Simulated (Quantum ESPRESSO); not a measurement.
## FeO (Wuestite) under changes of volume

One of the cells (10.013 Å³/atom); the others are scaled copies at fixed shape and fractional positions:

```
Fe O
1.0
     0.00000    2.15540    2.15540
     2.15540    0.00000    2.15540
     2.15540    2.15540    0.00000
Fe O
1 1
Direct
  0.00000 0.00000 0.00000
  0.50000 0.50000 0.50000
```

| Item | Value |
| --- | --- |
| Program | Quantum ESPRESSO 7.5 |
| Functional | PBEsol |
| Potentials or basis | PseudoDojo 0.4.1 SR PBEsol standard |
| Cutoff | 1225 eV |
| Density cutoff | 4898 eV |
| k mesh | 11 × 11 × 11 |
| Occupations | fermi-dirac, width 0.05 eV |
| Spin | collinear spin, ferromagnetic start |
| Starting moments | [3.0, 0.0] μB |

```tsv
volume (Å³/atom)	energy over the lowest point (meV/atom)	pressure (GPa)
9.413	?	?
9.613	0.00	-1.6
9.813	4.58	-5.6
10.013	13.85	-9.2
10.214	27.28	-12.3
10.414	44.46	-15.1
10.614	64.97	-17.6
```

**Question.** What does the run at 9.413 Å³/atom give?

**Answer.** Energy over the lowest point 0.69 meV/atom; pressure 2.8 GPa.

Worked out: A Birch-Murnaghan fit of order 3 (a polynomial in V^(-2/3)) to the other rows has its minimum at 9.53 Å³/atom, just outside them, with B0 = V·E''(V) = 205 GPa and B' = 4.1. It gives 0.56 meV/atom at 9.413 Å³/atom, against the run's 0.69, and -dE/dV = 2.7 GPa, against 2.8.

Energies are extrapolated to zero smearing.

Caveats: a cell with one magnetic atom can't hold antiferromagnetic order, which such compounds often take.
